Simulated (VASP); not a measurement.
# Se (P3_221) in VASP: equation of state

Aim: energy against volume of Se in PBE, for its equilibrium volume and stiffness.

Everything below comes from runs of VASP 6.6.1. Logs are shortened: lines on timing, memory, paths and dates and some standing lists are left out, and cuts for length are marked.

**1. Starting point**

It takes space group P3_221 (No. 154, trigonal). The conventional cell has a = 4.355 Å, b = 4.355 Å, c = 4.949 Å, α = 90.00°, β = 90.00°, γ = 120.00°. Se (site symmetry 2) has 2 Se at 2.32 Å as nearest neighbours.

**2. Equation of state, PBE, 25.47 Å³/atom (volume scaled by 0.94)**

Contents of INCAR:

```
  PREC = Accurate
  ENCUT = 520
  EDIFF = 1E-7
  ISMEAR = -1
  SIGMA = 0.05
  LREAL = False
  LASPH = True
  NELM = 60
  ALGO = Normal
  ISIF = 2
  LWAVE = False
  LCHARG = False
  GGA = PE
  NBANDS = 16
```

Contents of KPOINTS:

```
Automatic mesh
0
Gamma
  7 7 6
```

Contents of POSCAR:

```
Se
1.0
    4.2662640331      0.0000000000      0.0000000000
   -2.1331320165      3.6946930319      0.0000000000
    0.0000000000      0.0000000000      4.8484124658
Se
3
Direct
    0.7830000000      0.7830000000      0.5000000000
    0.0000000000      0.2170000000      0.8333333333
    0.2170000000      0.0000000000      0.1666666667
```

Potentials or basis: VASP PAW PBE potentials, release 64 (Se).

Command:

```console
$ cat potpaw_PBE.64/Se/POTCAR > POTCAR
$ mpirun -np 1 vasp_std > vasp.out
```

OUTCAR:

```text
PREC = Accurate
   ENCUT = 520
   EDIFF = 1E-7
   ISMEAR = -1
   LREAL = False
   LASPH = True
   NELM = 60
   ISIF = 2
   GGA = PE

 ion  position               nearest neighbor table
   1  0.783  0.783  0.500-   2 2.28   3 2.28
   2  0.000  0.217  0.833-   1 2.28   3 2.28
   3  0.217  0.000  0.167-   1 2.28   2 2.28

  LATTYP: Found a hexagonal cell.
 ALAT       =     4.2662640331
 C/A-ratio  =     1.1364539157

  Lattice vectors:

 A1 = (   4.2662640331,   0.0000000000,   0.0000000000)
 A2 = (  -2.1331320165,   3.6946930319,   0.0000000000)
 A3 = (   0.0000000000,   0.0000000000,   4.8484124658)

Analysis of symmetry for initial positions (statically):
=====================================================================
 Subroutine PRICEL returns:
 Original cell was already a primitive cell.

 Routine SETGRP: Setting up the symmetry group for a
 hexagonal supercell.

 Subroutine GETGRP returns: Found  6 space group operations
 (whereof  2 operations were pure point group operations)
 out of a pool of 24 trial point group operations.

The static configuration has the point symmetry C_2 .
 The point group associated with its full space group is D_3 .

Analysis of symmetry for dynamics (positions and initial velocities):
=====================================================================
 Subroutine PRICEL returns:
 Original cell was already a primitive cell.

 Routine SETGRP: Setting up the symmetry group for a
 hexagonal supercell.

 Subroutine GETGRP returns: Found  6 space group operations
 (whereof  2 operations were pure point group operations)
 out of a pool of 24 trial point group operations.

The dynamic configuration has the point symmetry C_2 .
 The point group associated with its full space group is D_3 .

 Subroutine INISYM returns: Found  6 space group operations
 (whereof  2 operations are pure point group operations),
 and found     1 'primitive' translations

----------------------------------------------------------------------------------------

                                     Primitive cell

  volume of cell :      76.4233

  direct lattice vectors                    reciprocal lattice vectors
     4.266264033  0.000000000  0.000000000     0.234397119  0.135329240  0.000000000
    -2.133132016  3.694693032  0.000000000     0.000000000  0.270658480  0.000000000
     0.000000000  0.000000000  4.848412466     0.000000000  0.000000000  0.206253079

  length of vectors
     4.266264033  4.266264033  4.848412466     0.270658480  0.270658480  0.206253079

  position of ions in fractional coordinates (direct lattice)
     0.783000000  0.783000000  0.500000000
     0.000000000  0.217000000  0.833333333
     0.217000000  0.000000000  0.166666667

  ion indices of the primitive-cell ions
   primitive index   ion index
                 1           1
                 2           2
                 3           3

----------------------------------------------------------------------------------------

 KPOINTS: Automatic mesh

Automatic generation of k-mesh.
 Grid dimensions read from file:
 generate k-points for:    7    7    6

 Generating k-lattice:

  Cartesian coordinates                     Fractional coordinates (reciprocal lattice)
     0.033485303  0.019332749  0.000000000     0.142857143  0.000000000  0.000000000
     0.000000000  0.038665497  0.000000000     0.000000000  0.142857143  0.000000000
     0.000000000  0.000000000  0.034375513     0.000000000  0.000000000  0.166666667

  Length of vectors
     0.038665497  0.038665497  0.034375513

  Shift w.r.t. Gamma in fractional coordinates (k-lattice)
     0.000000000  0.000000000  0.000000000

 Subroutine IBZKPT returns following result:
 ===========================================

 Found     40 irreducible k-points:

 Following reciprocal coordinates:
            Coordinates               Weight
  0.000000  0.000000  0.000000      1.000000
  0.142857 -0.000000  0.000000      6.000000
  0.285714  0.000000  0.000000      6.000000
  0.428571 -0.000000  0.000000      6.000000
  0.142857  0.142857  0.000000      6.000000
  0.285714  0.142857  0.000000     12.000000
[... 32 lines left out ...]
  0.428571  0.142857  0.500000      6.000000
  0.285714  0.285714  0.500000      6.000000
   k-points           NKPTS =     40   k-points in BZ     NKDIM =     40   number of bands    NBANDS=     16
   number of dos      NEDOS =    301   number of ions     NIONS =      3
   total plane-waves  NPLWV =  36864
   dimension x,y,z NGX =    32 NGY =   32 NGZ =   36
   dimension x,y,z NGXF=    64 NGYF=   64 NGZF=   72
   ions per type =               3
   NGX,Y,Z   is equivalent  to a cutoff of  12.47, 12.47, 12.34 a.u.
   NGXF,Y,Z  is equivalent  to a cutoff of  24.94, 24.94, 24.69 a.u.
 SYSTEM =  unknown system
   PREC   = accura    normal or accurate (medium, high low for compatibility)
   ISTART =      0    job   : 0-new  1-cont  2-samecut
   ICHARG =      2    charge: 1-file 2-atom 10-const
[... 111 lines left out ...]
     15      11.3107      0.00000
     16      11.8032      0.00000

 k-point     6 :       0.2857    0.1429    0.0000
  band No.  band energies     occupation
      1     -12.8749      2.00000
      2      -8.9654      2.00000
      3      -8.6104      2.00000
      4      -2.2499      2.00000
      5      -1.8163      2.00000
      6      -0.2326      2.00000
[... 8 lines left out ...]
     15      12.2510      0.00000
     16      12.8825      0.00000

 k-point     7 :       0.4286    0.1429    0.0000
  band No.  band energies     occupation
      1     -12.7800      2.00000
      2      -9.0549      2.00000
      3      -8.6164      2.00000
      4      -2.3451      2.00000
      5      -1.8954      2.00000
      6      -0.1345      2.00000
[... 8 lines left out ...]
     15      12.3512      0.00000
     16      13.4564      0.00000

 k-point     8 :       0.2857    0.2857    0.0000
  band No.  band energies     occupation
      1     -12.7583      2.00000
      2      -8.9457      2.00000
      3      -8.7577      2.00000
      4      -2.2334      2.00000
      5      -2.0874      2.00000
      6       0.0963      2.00000
[... 8 lines left out ...]
     15      11.9219      0.00000
     16      12.8287      0.00000

 k-point     9 :       0.0000    0.0000    0.1667
  band No.  band energies     occupation
      1     -13.1409      2.00000
      2      -9.8989      2.00000
      3      -7.3360      2.00000
      4      -1.2231      2.00000
      5      -0.6098      2.00000
      6      -0.5089      2.00000
[... 8 lines left out ...]
     15      10.2492      0.00000
     16      10.8169      0.00000
[... 476 lines left out ...]
 k-point    35 :       0.2857    0.0000    0.5000
  band No.  band energies     occupation
      1     -11.8158      2.00000
      2     -11.7443      2.00000
      3      -6.5529      2.00000
      4      -2.7184      2.00000
      5      -1.1760      2.00000
      6      -0.9405      2.00000
[... 8 lines left out ...]
     15      11.2743      0.00000
     16      12.3064      0.00000

 k-point    36 :       0.4286   -0.0000    0.5000
  band No.  band energies     occupation
      1     -11.7035      2.00000
      2     -11.5771      2.00000
      3      -6.9671      2.00000
      4      -3.1021      2.00000
      5      -1.4712      2.00000
      6      -1.1990      2.00000
[... 8 lines left out ...]
     15      12.1190      0.00000
     16      12.7308      0.00000

 k-point    37 :       0.1429    0.1429    0.5000
  band No.  band energies     occupation
      1     -11.8490      2.00000
      2     -11.8022      2.00000
      3      -6.4035      2.00000
      4      -2.5739      2.00000
      5      -1.0290      2.00000
      6      -0.9813      2.00000
[... 8 lines left out ...]
     15      11.6647      0.00000
     16      11.7875      0.00000

 k-point    38 :       0.2857    0.1429    0.5000
  band No.  band energies     occupation
      1     -11.7159      2.00000
      2     -11.6317      2.00000
      3      -6.8553      2.00000
      4      -2.9325      2.00000
      5      -1.5479      2.00000
      6      -1.3967      2.00000
[... 8 lines left out ...]
     15      11.6373      0.00000
     16      12.6454      0.00000

 k-point    39 :       0.4286    0.1429    0.5000
  band No.  band energies     occupation
      1     -11.6533      2.00000
      2     -11.5486      2.00000
      3      -7.0527      2.00000
      4      -3.1084      2.00000
      5      -1.7239      2.00000
      6      -1.5745      2.00000
[... 8 lines left out ...]
     15      12.3813      0.00000
     16      12.5595      0.00000

 k-point    40 :       0.2857    0.2857    0.5000
  band No.  band energies     occupation
      1     -11.6077      2.00000
      2     -11.5613      2.00000
      3      -7.0721      2.00000
      4      -3.0228      2.00000
      5      -1.9510      2.00000
      6      -1.8686      2.00000
[... 8 lines left out ...]
     15      11.7603      0.00000
     16      12.4640      0.00000

------------------------ aborting loop because EDIFF is reached ----------------------------------------

  FORCE on cell =-STRESS in cart. coord.  units (eV):
  Direction    XX          YY          ZZ          XY          YZ          ZX
  --------------------------------------------------------------------------------------
  -------------------------------------------------------------------------------------
  Total        4.1433269      4.1433269      6.9929377      0.0000000      0.0000000      0.0000000
  in kB       86.8628617     86.8628617    146.6035858      0.0000000      0.0000000      0.0000000
  external PRESSURE =     106.7764364 kB  Pullay stress =       0.0000000 kB

 VOLUME and BASIS-vectors are now :
 -----------------------------------------------------------------------------
  energy-cutoff  :      520.00
  volume of cell :       76.42
      direct lattice vectors                 reciprocal lattice vectors
     4.266264033  0.000000000  0.000000000     0.234397119  0.135329240  0.000000000
    -2.133132016  3.694693032  0.000000000     0.000000000  0.270658480  0.000000000
     0.000000000  0.000000000  4.848412466     0.000000000  0.000000000  0.206253079

 POSITION                                       TOTAL-FORCE (eV/Angst)
 -----------------------------------------------------------------------------------
      1.67024      2.89294      2.42421        -1.013872     -1.756078      0.000000
     -0.46289      0.80175      4.04034        -1.013872      1.756078      0.000000
      0.92578      0.00000      0.80807         2.027745     -0.000000     -0.000000
 -----------------------------------------------------------------------------------
    total drift:                               -0.000000     -0.000000      0.000000

  FREE ENERGIE OF THE ION-ELECTRON SYSTEM (eV)
  ---------------------------------------------------
  free  energy   TOTEN  =       -10.1253401750 eV

  energy  without entropy=      -10.1253398550  energy(sigma->0) =      -10.12534002
```

Run time: 35 s. Hardware: 1 thread of Intel Xeon Platinum 8488C (Sapphire Rapids), shared host; peak memory 0.19 GiB.

What came out:

* Free energy: -10.1253 eV
* Pressure: 10.7 GPa
* Largest force: 2.028 eV/Å
* Band gap on the k mesh: 1.22 eV, indirect (least direct gap 1.44 eV)

Caveat: an odd mesh through Γ misses points on the zone boundary, where band edges often lie; forces of over 1 eV/Å show positions far from the minimum, so gaps and moduli don't describe the material at rest.

**3. Equation of state, PBE, 26.02 Å³/atom (volume scaled by 0.96)**

Contents of INCAR:

```
SYSTEM = Se
PREC = Accurate
ENCUT = 520
EDIFF = 1E-7
ISMEAR = -1
SIGMA = 0.05
LREAL = .FALSE.
LASPH = .TRUE.
NELM = 80
ALGO = Normal
ISIF = 2
LWAVE = .FALSE.
LCHARG = .FALSE.
GGA = PE
NBANDS = 16
```

Contents of KPOINTS:

```
Automatic mesh
0
G
  7 7 6
  0 0 0
```

Contents of POSCAR:

```
Se
1.0
    4.2963091359      0.0000000000      0.0000000000
   -2.1481545680      3.7207128542      0.0000000000
    0.0000000000      0.0000000000      4.8825573405
Se
3
Direct
    0.7830000000      0.7830000000      0.5000000000
    0.0000000000      0.2170000000      0.8333333333
    0.2170000000      0.0000000000      0.1666666667
```

Potentials or basis: VASP PAW PBE potentials, release 64 (Se).

Command:

```console
$ cat potpaw_PBE.64/Se/POTCAR > POTCAR
$ mpirun -np 1 vasp_std > vasp.out
```

Wall time 36 s (1 thread of Intel Xeon Platinum 8488C (Sapphire Rapids), shared host); peak memory 0.19 GiB.

It converged, with:

```
Free energy            : -10.2243 eV
Pressure               : 8.8 GPa
Largest force          : 1.728 eV/Å
Band gap on the k mesh : 1.20 eV, indirect (least direct gap 1.42 eV)
```

Caveat: an odd mesh through Γ misses points on the zone boundary, where band edges often lie; forces of over 1 eV/Å show positions far from the minimum, so gaps and moduli don't describe the material at rest.

**4. Equation of state, PBE, 26.56 Å³/atom (volume scaled by 0.98)**

Contents of INCAR:

```
ALGO = Normal
EDIFF = 1E-7
ENCUT = 520
GGA = PE
ISIF = 2
ISMEAR = -1
LASPH = T
LCHARG = F
LREAL = F
LWAVE = F
NBANDS = 16
NELM = 100
PREC = Accurate
SIGMA = 0.05
```

Contents of KPOINTS:

```
k-points
0
Gamma
  7 7 6
```

Contents of POSCAR:

```
Se
1.0
    4.3259397904      0.0000000000      0.0000000000
   -2.1629698952      3.7463737537      0.0000000000
    0.0000000000      0.0000000000      4.9162312139
Se
3
Direct
    0.7830000000      0.7830000000      0.5000000000
    0.0000000000      0.2170000000      0.8333333333
    0.2170000000      0.0000000000      0.1666666667
```

Command:

```console
$ cat potpaw_PBE.64/Se/POTCAR > POTCAR
$ mpirun -np 1 vasp_std > vasp.out
```

It took 34 s on 1 thread of Intel Xeon Platinum 8488C (Sapphire Rapids), shared host; peak memory 0.2 GiB.

The run converged. Its results:

```
Free energy            : -10.3056 eV
Pressure               : 7.2 GPa
Largest force          : 1.448 eV/Å
Band gap on the k mesh : 1.18 eV, indirect (least direct gap 1.40 eV)
```

Caveat: an odd mesh through Γ misses points on the zone boundary, where band edges often lie; forces of over 1 eV/Å show positions far from the minimum, so gaps and moduli don't describe the material at rest.

**5. Equation of state, PBE, 27.64 Å³/atom (volume scaled by 1.02)**

Contents of INCAR:

```
SYSTEM = Se
PREC = Accurate
ENCUT = 520
EDIFF = 1E-7
ISMEAR = -1
SIGMA = 0.05
LREAL = .False.
LASPH = .True.
NELM = 80
ALGO = Normal
ISIF = 2
LWAVE = .False.
LCHARG = .False.
GGA = PE
NBANDS = 16
```

Contents of KPOINTS:

```
Automatic mesh
0
Gamma
  7 7 6
  0 0 0
```

Contents of POSCAR:

```
Se
1.0
    4.3840130260      0.0000000000      0.0000000000
   -2.1920065130      3.7966666510      0.0000000000
    0.0000000000      0.0000000000      4.9822287698
Se
3
Direct
    0.7830000000      0.7830000000      0.5000000000
    0.0000000000      0.2170000000      0.8333333333
    0.2170000000      0.0000000000      0.1666666667
```

Command:

```console
$ cat potpaw_PBE.64/Se/POTCAR > POTCAR
$ mpirun -np 1 vasp_std > vasp.out
```

It took 47 s on 1 thread of Intel Xeon Platinum 8488C (Sapphire Rapids), shared host; peak memory 0.22 GiB.

The run converged. Its results:

```
Free energy            : -10.4220 eV
Pressure               : 4.4 GPa
Largest force          : 0.945 eV/Å
Band gap on the k mesh : 1.14 eV, indirect (least direct gap 1.36 eV)
```

Caveat: an odd mesh through Γ misses points on the zone boundary, where band edges often lie.

**6. Equation of state, PBE, 28.18 Å³/atom (volume scaled by 1.04)**

Contents of INCAR:

```
SYSTEM = Se
PREC = Accurate
ENCUT = 520
EDIFF = 1E-7
ISMEAR = -1
SIGMA = 0.05
LREAL = .FALSE.
LASPH = .TRUE.
NELM = 100
ALGO = Normal
ISIF = 2
LWAVE = .FALSE.
LCHARG = .FALSE.
GGA = PE
NBANDS = 16
```

Contents of KPOINTS:

```
Automatic mesh
0
G
  7 7 6
  0 0 0
```

Contents of POSCAR:

```
Se
1.0
    4.4124814407      0.0000000000      0.0000000000
   -2.2062407204      3.8213210214      0.0000000000
    0.0000000000      0.0000000000      5.0145818112
Se
3
Direct
    0.7830000000      0.7830000000      0.5000000000
    0.0000000000      0.2170000000      0.8333333333
    0.2170000000      0.0000000000      0.1666666667
```

Potentials or basis: VASP PAW PBE potentials, release 64 (Se).

Command:

```console
$ cat potpaw_PBE.64/Se/POTCAR > POTCAR
$ mpirun -np 1 vasp_std > vasp.out
```

Run time: 41 s. Hardware: 1 thread of Intel Xeon Platinum 8488C (Sapphire Rapids), shared host; peak memory 0.22 GiB.

The run converged. Its results:

```yaml
Free_energy: -10.4599 eV
Pressure: 3.1 GPa
Largest_force: 0.717 eV/Å
Band_gap_on_the_k_mesh: 1.12 eV, indirect (least direct gap 1.34 eV)
```

Caveat: an odd mesh through Γ misses points on the zone boundary, where band edges often lie.

**7. Equation of state, PBE, 28.73 Å³/atom (volume scaled by 1.06)**

Contents of INCAR:

```
  PREC = Accurate
  ENCUT = 520
  EDIFF = 1E-7
  ISMEAR = -1
  SIGMA = 0.05
  LREAL = False
  LASPH = True
  NELM = 80
  ALGO = Normal
  ISIF = 2
  LWAVE = False
  LCHARG = False
  GGA = PE
  NBANDS = 16
```

Contents of KPOINTS:

```
regular mesh
0
Gamma
  7 7 6
```

Contents of POSCAR:

```
Se
1.0
    4.4405871758      0.0000000000      0.0000000000
   -2.2202935879      3.8456613020      0.0000000000
    0.0000000000      0.0000000000      5.0465226839
Se
3
Direct
    0.7830000000      0.7830000000      0.5000000000
    0.0000000000      0.2170000000      0.8333333333
    0.2170000000      0.0000000000      0.1666666667
```

Command:

```console
$ cat potpaw_PBE.64/Se/POTCAR > POTCAR
$ mpirun -np 1 vasp_std > vasp.out
```

It took 45 s on 1 thread of Intel Xeon Platinum 8488C (Sapphire Rapids), shared host; peak memory 0.22 GiB.

The run converged. Its results:

```yaml
Free_energy: -10.4860 eV
Pressure: 2.0 GPa
Largest_force: 0.505 eV/Å
Band_gap_on_the_k_mesh: 1.10 eV, indirect (least direct gap 1.31 eV)
```

Caveat: an odd mesh through Γ misses points on the zone boundary, where band edges often lie.

**8. Equation of state, PBE**

Potentials or basis: VASP PAW PBE potentials, release 64 (Se).

This step only gathers the single runs of the series.

Results:

```yaml
Equilibrium_volume: "29.88 Å³/atom (rough: see the caveat)"
Bulk_modulus_at_fixed_shape_and_positions: 47 GPa (rough)
```

Energy against volume, from the lowest point:
```tsv
volume (Å³/atom)	energy (meV/atom)
25.474	120.21
26.016	87.22
26.558	60.11
27.100	38.32
27.642	21.33
28.184	8.70
28.726	0.00
```

Caveat: the minimum lies outside the volumes run; the cell was scaled at fixed shape and fractional positions, which overstates the stiffness of a crystal with free parameters, most of all of layers and chains.
